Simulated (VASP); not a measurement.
Input:

```
CELL_PARAMETERS angstrom
      0.00000     3.11080     3.11080
      3.11080     0.00000     3.11080
      3.11080     3.11080     0.00000
ATOMIC_POSITIONS crystal
  Al 0.00000 0.00000 0.00000
  Sb 0.25000 0.25000 0.25000
```

Method: optB88-vdW, VASP's PBE PAW potentials (set 64) (plane waves; VASP 6.6.1). Numerical set-up: 520 eV cut-off, Gaussian smearing of 0.050 eV, potentials Al Sb.

Unless said otherwise, spin-orbit coupling is left out, though it shifts the bands of the heavy elements here.

Task: Give the energies of bands 2 to 7 at the high-symmetry points, in eV from the valence-band maximum.

Result: 
```tsv
band	Γ	X	U	L	W
2	0.00	-5.36	-5.17	-5.23	-5.15
3	0.00	-2.08	-3.07	-0.86	-2.88
4	0.00	-2.08	-1.75	-0.86	-2.58
5	1.25	1.34	1.76	1.24	4.00
6	3.13	1.49	4.04	3.77	4.29
7	3.13	8.52	6.70	3.77	4.51
```

The gap is indirect, 1.24 eV, from the valence maximum at Γ to the conduction minimum at L.

Measured: gap 1.73 eV (computed value off by -0.49 eV), as given by Anna Miglio et al., npj Computational Materials (2020), arXiv:2011.12765 [zero-point renormalisation of 35 meV (experimental, the table's column) added back].

The compound is AlSb in the zinc blende structure. It was relaxed first.
